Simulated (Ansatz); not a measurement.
# CdS: band gap under strain

How does strain move the band edges of the known phase of CdS with 4 atoms a cell, and do the functionals agree on it? States: -2.2 % equal strain in all directions; +3.8 % shear in the xy plane.

Code: Ansatz 0.2.0. PAW datasets, plane waves. No spin polarisation and no zero-point or thermal motion.

### Step 1. The structure to begin with

The unstrained cell was relaxed with r2SCAN; in each strained cell the atoms were relaxed again with r2SCAN. Names of k-points are those of the unstrained zone, where strain can split equivalent points. First state: -2.2 % equal strain in all directions.

It is hexagonal, P6_3mc (No. 186); a = 4.074 Å, c = 6.618 Å in the conventional setting, 23.78 Å³ an atom. Cd has 4 S at 2.49 Å; S has 4 Cd at 2.49 Å.

As a file:

```cif
data_structure
_symmetry_space_group_name_H-M 'P 1'
_symmetry_Int_Tables_number 1
_cell_length_a 4.0738
_cell_length_b 4.0738
_cell_length_c 6.6185
_cell_angle_alpha 90.000
_cell_angle_beta 90.000
_cell_angle_gamma 120.000
_cell_volume 95.13
loop_
_atom_site_label
_atom_site_type_symbol
_atom_site_fract_x
_atom_site_fract_y
_atom_site_fract_z
_atom_site_occupancy
Cd1 Cd 0.33333 0.66667 0.99903 1
Cd2 Cd 0.66667 0.33333 0.49903 1
S1 S 0.33333 0.66667 0.37597 1
S2 S 0.66667 0.33333 0.87597 1
```

### Step 2. -2.2 % equal strain in all directions: PBE

File input.yaml:

```yaml
crystal:
  lattice:
    - [4.0738324942, 0.0, 0.0]
    - [-2.0369162471, 3.5280424308, 0.0]
    - [0.0, 0.0, 6.6184771483]
  atoms:
    - { symbol: Cd, position: [0.3333333333, 0.6666666667, -0.0009650885] }
    - { symbol: Cd, position: [0.6666666667, 0.3333333333, 0.4990349115] }
    - { symbol: S, position: [0.3333333333, 0.6666666667, 0.3759650885] }
    - { symbol: S, position: [0.6666666667, 0.3333333333, 0.8759650885] }
kpoints:
  mp_grid: { grid: [12, 12, 4] }
  band_path:
    path:
      - [0.0, 0.0, 0.0]
      - [0.5, 0.0, 0.0]
      - [0.3333333333, 0.3333333333, 0.0]
      - [0.0, 0.0, 0.5]
      - [0.5, 0.0, 0.5]
      - [0.3333333333, 0.3333333333, 0.5]
    npoints: 1
hamiltonian:
  xc: pbe
scf:
  occupations: { method: fermi_dirac, width: 0.02 }
  n_extra_bands: 5
output:
  forces: true
  stress: true
  eigenvalues: true
```

On the command line:

```console
$ ansatz run input.yaml --threads 4 --pin off --max-ram 3686MiB --backend cpu --events-out ev --progress --plain --runs-dir out
```

After this run come: -2.2 % equal strain in all directions: r2SCAN; -2.2 % equal strain in all directions: HSE06; +3.8 % shear in the xy plane: PBE; +3.8 % shear in the xy plane: r2SCAN; +3.8 % shear in the xy plane: HSE06.

Q: Predict the outcome of this session.

As calculated:

Least gap in eV (negative: overlap):

| state | PBE | r2SCAN | HSE06 |
| --- | --- | --- | --- |
| -2.2 % equal strain in all directions | 1.32 | 1.79 | 2.36 |
| +3.8 % shear in the xy plane | 1.10 | 1.56 | – |

In words: In PBE the gap is least under +3.8 % shear in the xy plane (1.10 eV) and largest under -2.2 % equal strain in all directions (1.32 eV).
